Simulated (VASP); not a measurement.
Set up this calculation in VASP 6.6.1, as the native input.

| Property | Result |
| --- | --- |
| Task | single point |
| Functional | PBE |
| Potentials or basis | VASP PAW PBE potentials, release 64 (B) |
| Cutoff | 520 eV |
| k mesh | 15 × 15 × 4 |
| Occupations | gaussian, width 0.1 eV |
| Spin | no spin polarisation |
| Dipole correction | no |
| Further INCAR settings | ALGO = Fast; EDIFF = 1e-07; NBANDS = 26 |

The structure of B lies in POSCAR:

```
B
1.0
    2.9632745397      0.0000000000      0.0000000000
   -1.4816372699      2.5662710298      0.0000000000
    0.0000000000      0.0000000000      9.1518517044
B
10
Direct
    0.3333333333      0.6666666667      0.5624893892
    0.6666666667      0.3333333333      0.0624893892
    0.0000000000      0.0000000000      0.7500000000
    0.3333333333      0.6666666667      0.9375106108
    0.0000000000      0.0000000000      0.2500000000
    0.6666666667      0.3333333333      0.4375106108
    0.3333333333      0.6666666667      0.7500000000
    0.0000000000      0.0000000000      0.5000000000
    0.6666666667      0.3333333333      0.2500000000
    0.0000000000      0.0000000000      0.0000000000
```

The cell was built by a generator and needn't be a form met in nature.

The input as run:

INCAR

```
SYSTEM = B
PREC     = Accurate       ! precision mode
ENCUT    = 520            ! plane-wave cutoff, eV
EDIFF    = 1E-7           ! SCF threshold, eV
ISMEAR   = 0              ! smearing method
SIGMA    = 0.1            ! smearing width, eV
LREAL    = .False.        ! projectors in reciprocal space
LASPH    = .True.         ! aspherical terms in the spheres
NELM     = 60             ! most SCF steps
ALGO     = Fast           ! electronic algorithm
ISIF     = 2              ! what is computed and relaxed
LWAVE    = .False.        ! write WAVECAR
LCHARG   = .False.        ! write CHGCAR
GGA      = PE             ! functional
NBANDS   = 26             ! bands
```

KPOINTS

```
Automatic mesh
0
Gamma
  15 15 4
  0 0 0
```

Potentials or basis: VASP PAW PBE potentials, release 64 (B).

Launch:

```bash
$ cat potpaw_PBE.64/B/POTCAR > POTCAR
$ mpirun -np 1 vasp_std > vasp.out
```

Results of the run:

| Item | Value |
| --- | --- |
| Pressure | 0.0 GPa |
| Largest force | 0.004 eV/Å |
| Band gap on the k mesh | none (metal or under the smearing width) |

It took 4.1 min on 1 thread of Intel(R) Xeon(R) Platinum 8488C (Sapphire Rapids), on a shared host, peak memory 0.24 GiB.
